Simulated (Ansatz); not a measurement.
Crystal: Fe.

```
CELL_PARAMETERS angstrom
-1.44300 1.44300 1.44300
1.44300 -1.44300 1.44300
1.44300 1.44300 -1.44300
ATOMIC_POSITIONS crystal
Fe 0.00000 0.00000 0.00000
```

Base run:

* Program: Ansatz 0.2.0
* Functional: PBE
* Potentials or basis: Ansatz PAW
* Cutoff: 420 eV (not typed: the program's choice for these potentials)
* k mesh: 13 × 13 × 13
* Occupations: fermi-dirac, width 0.05 eV
* Spin: collinear spin, ferromagnetic start
* Starting moments: [3.0] μB

Its results: band gap on the k mesh none (metal or under the smearing width); pressure -9.5 GPa; net moment 2.25 μB per cell; site moments Fe +2.31 μB.

The run is repeated on the same cell with these changes: k mesh from 13 × 13 × 13 to 4 × 4 × 4. What comes out?

Band gap on the k mesh none (metal or under the smearing width); pressure -13.9 GPa; net moment 2.00 μB per cell; site moments Fe +2.03 μB.

Caveats: some runs use coarse meshes.
